**Seven density functionals on one fixed ZnSe cell**

VASP 6.6.1, Kohn-Sham DFT with PAW potentials for zincblende ZnSe in one fixed two-atom cell (cubic edge 5.668 Å), without spin polarisation or spin-orbit coupling. The plane-wave cutoff is 520 eV, the k mesh 8×8×8 and the smearing width 0.05 eV; gaps are taken along a band path through special points.

```tsv
functional	potentials	gap on path (eV)	direct gap on path (eV)
LDA	VASP PAW LDA potentials, recommended	1.070	1.070
PBE	VASP PAW PBE potentials, recommended	1.290	1.290
PBEsol	VASP PAW PBE potentials, recommended	1.171	1.171
revPBE	VASP PAW PBE potentials, recommended	1.409	1.409
RPBE	VASP PAW PBE potentials, recommended	1.452	1.452
BLYP	VASP PAW PBE potentials, recommended	1.276	1.276
PW91	VASP PAW PBE potentials, recommended	1.281	1.281
```

All rows describe the same atoms at the same positions with local or gradient-corrected density functionals, so the differences come from exchange, correlation and, in one row, the atomic potentials. The gap on path is the distance from the highest filled to the lowest empty level anywhere along the band path. The direct gap on path is the smallest such distance at one and the same k point.

**All rows: why are the two gap columns the same?**

The columns agree in every row, so the gap is direct, and the levels of the same runs at the zone centre Γ reproduce it within 2 meV. The 18 valence electrons fill nine bands: one Se 4s, five Zn 3d and three mainly Se 4p bands, which meet at the valence top. By the standard band order of zincblende compounds, the lowest empty level at Γ is the antibonding combination of Zn and Se s orbitals. An electron can therefore cross the gap by absorbing a photon, without help from a lattice vibration.

**LDA, PBE, PBEsol: why does a gradient correction widen the gap?**

LDA gives the smallest gap, 1.070 eV, PBE gives 1.290 eV, and PBEsol falls between them. LDA treats each point as a uniform electron gas of the local density n. A gradient-corrected functional multiplies the LDA exchange energy density by an enhancement factor Fx(s), where the reduced gradient s measures how fast n changes over a local electron wavelength. For small s, Fx ≈ 1 + μs², and PBEsol has a smaller μ than PBE, which matches its place in the order.

For exchange alone, theory suggests a direction. The μs² term adds −C|∇n|²/n^(4/3) to the energy density, with C positive, and its derivative with respect to n adds 2C∇²n/n^(4/3) − (4/3)C|∇n|²/n^(7/3) to the potential. This lowers the potential at density maxima and on steep flanks of little curvature, and raises it in the density minima between the atoms. Filled states, which make up the density, thus tend to be pulled down against empty states that reach further into the thin regions. That the empty s level is the state most exposed in this way is plausible but untested here.

These three rows do not isolate exchange. The gradient term of correlation acts against that of exchange, and in PBE the two cancel by construction at small s. The net widening is therefore expected to come from moderate s, where the correlation term levels off while Fx keeps rising. PBEsol strikes a different balance between the two. The LDA row also has its own set of atomic potentials, so the step of 0.220 eV to PBE mixes functional and potentials.

**revPBE and RPBE: which level moves, and why is RPBE the higher?**

PBE, revPBE and RPBE share correlation, potentials and μ, and differ only in how Fx bends over at larger s. All levels are counted from the valence top, so a drop of the top alone would lift every other level by the same amount. From PBE to RPBE the highest 3d level rises by 0.045 eV and the second empty level at Γ by 0.055 eV, while the first empty level rises by 0.162 eV. About a third of the widening is thus shared by the other levels and can be read as a drop of the valence top relative to them, while the rest belongs to the s-like level itself.

The order follows from the next term of Fx. PBE and revPBE use Fx = 1 + κ − κ/(1 + μs²/κ), with κ about 0.8 for PBE and a larger κ′ for revPBE, while RPBE uses Fx = 1 + κ[1 − exp(−μs²/κ)]. Expanded, the s⁴ terms are −μ²s⁴/κ, −μ²s⁴/κ′ and −μ²s⁴/(2κ). Both changes from PBE then have the same shape s⁴, so to first order any property should shift in one fixed proportion:

R = (RPBE − PBE)/(revPBE − PBE) = [1/(2κ)]/[1/κ − 1/κ′] = 1/[2(1 − κ/κ′)].

With κ/κ′ ≈ 0.65 this is 1/(2 × 0.35) ≈ 1.4, and 1.41 with the exact constants. The estimate has no adjustable constant, and no row of the table enters it. The gaps give

R = (1.452 − 1.290)/(1.409 − 1.290) = 0.162/0.119 = 1.36.

This lies 3.6 % below the estimate, slightly more than rounding allows. The pressure of the same runs gives 1.37, and the two other levels agree within their wider rounding. The shortfall has the expected sign, since the corresponding ratio of the Fx curves falls as s grows and drops below one past s = 2.6, where revPBE overtakes RPBE. Since these curves are built into the calculation, the agreement tests only the range of s that matters, and it argues for moderate gradients, s near one; the size of the shifts is outside the estimate.

**BLYP and PW91: does exchange alone set the order?**

It orders LDA, PBEsol, PBE, revPBE and RPBE at moderate s, but fails for BLYP. Its B88 exchange has Fx − 1 = 0.178 at s = 1, above the 0.172 of PBE, yet its gap is 14 meV below the PBE one. The near equality hides a different spectrum: the highest 3d level lies almost as deep as in LDA, and the second empty level almost as high as in RPBE. LYP correlation is not built on the uniform gas, and it is a reasonable guess that it offsets the exchange shift of the s level. PW91, whose exchange and correlation are close to those of PBE at moderate gradients, gives nearly the PBE gap.

**Which digits can be trusted?**

The gap on the path and on the k mesh of the same run differ by up to 1.2 meV, so the third decimal is soft. The output lists up to 1.6 meV, because it starts from path gaps already rounded to 1 meV. The 5 meV between BLYP and PW91 deserves no cause. The 14 meV between BLYP and PBE is above this numerical noise, but small enough that the use of PBE potentials in the BLYP row may matter. Smearing leaves the gaps alone, because it puts far less than a thousandth of an electron in the lowest empty level even for the narrowest gap. The larger steps are far above this noise, though five of the six gradient-corrected rows borrow potentials made for PBE.

**What would change if each functional had its own cell?**

In this cell PBE is under a pressure of 2.35 GPa and RPBE under 4.59 GPa, with PW91 close to PBE and revPBE in between, so these four would expand on relaxation. Longer bonds reduce the bonding-antibonding splitting and lower the empty s level, which narrows the gap, most for the functionals under the highest pressure. From PBE to RPBE the gap rises by 0.072 eV per GPa of extra pressure, close to the pressure coefficient of the ZnSe gap, roughly 0.07 eV/GPa as a recalled value. A series of relaxed cells could therefore lose much of the spread among these four, while each of the four gaps would fall by roughly 0.2 to 0.3 eV, if this coefficient holds for them. The order in the table holds for this fixed cell.

**How far is any row from the real gap?**

The measured gap is roughly 2.8 eV, a recalled value, and the rows reach 38 to 52 % of it. The whole spread of 0.382 eV is small against that shortfall, so the choice among these functionals does not repair it. Spin-orbit coupling is left out, and it would split the valence top and narrow the gaps by a further tenth of an eV or so. The cause is established theory: the gap between Kohn-Sham levels lacks the jump of the potential on adding an electron, and semilocal exchange leaves filled states too weakly bound. This holds above all for the Zn 3d states, which mix with the Se 4p states and so push the valence top up. Functionals with a share of exact exchange attack this error directly and are known to open such gaps by much more than the steps seen here. All differences and ratios are listed in the output that follows.

Printed output of the fit:

```
valence electrons 12+6 = 18, filled bands 9 = 1 (Se 4s) + 5 (Zn 3d) + 3 (p-like)
largest |gap - direct gap| = 0.000 eV; table rounding 0.0005 eV
functional  gap/eV  step/meV  vs PBE/meV  path-mesh/meV  path-Gamma/meV  % of rough 2.8 eV
LDA        1.070        0       -220          1.5              2           38
PBEsol     1.171      101       -119          0.3              0           42
BLYP       1.276      105        -14          1.6              2           46
PW91       1.281        5         -9          0.0              0           46
PBE        1.290        9          0         -0.3              0           46
revPBE     1.409      119        119          0.5              1           50
RPBE       1.452       43        162          0.1              0           52
spread 0.382 eV, largest/smallest 1.36; GGA spread 0.281 eV
shortfall to rough experiment 1.3 to 1.7 eV; PBE/PW91/BLYP within 14 meV
smearing: exp(-gap/(2*0.05 eV)) at smallest gap = 2e-05
Gamma levels, shift from PBE/meV: top 3d, first empty, second empty; first empty - 3d/eV
LDA        -142   -222    -98     7.386
PBEsol       -8   -119    -68     7.355
BLYP       -124    -16     47     7.574
PW91        -45     -9     -3     7.502
PBE           0      0      0     7.466
revPBE       33    118     40     7.551
RPBE         45    162     55     7.583
LDA to RPBE: 3d +0.187, first +0.384, second +0.153 eV; first/second 2.5, first/3d 2.1
PBE to RPBE: 3d +0.045, first +0.162, second +0.055 eV; first/second 2.9, first/3d 3.6
exchange Fx-1 at s = 1, 2, 3; gap - LDA/eV; that rise over Fx(1)-1 in eV
PBEsol   0.107 0.306 0.466    0.101    0.94
PBE      0.172 0.420 0.571    0.220    1.28
BLYP     0.178 0.467 0.756    0.206    1.16
revPBE   0.187 0.515 0.764    0.339    1.82
RPBE     0.192 0.534 0.735    0.382    1.99
ratio (RPBE-PBE)/(revPBE-PBE), estimate at small s: 1.41
  of Fx at s = 0.5, 1, 1.5, 2, 3: 1.41 1.39 1.32 1.20 0.85
  Fx of RPBE and revPBE cross at s = 2.60
  gap 1.36 (rounding allows 1.34 to 1.38), -3.6 % from the estimate
  3d level 1.36, second empty level 1.38 (each about +-0.07), pressure 1.37
pressure/GPa and order of gap loss on relaxing (rough recalled 0.07 eV/GPa)
  PW91 2.26 -> 0.2 eV; PBE 2.35 -> 0.2 eV; revPBE 3.99 -> 0.3 eV; RPBE 4.59 -> 0.3 eV
PBE to RPBE: gap +0.162 eV, pressure +2.24 GPa, quotient 0.072 eV/GPa
```
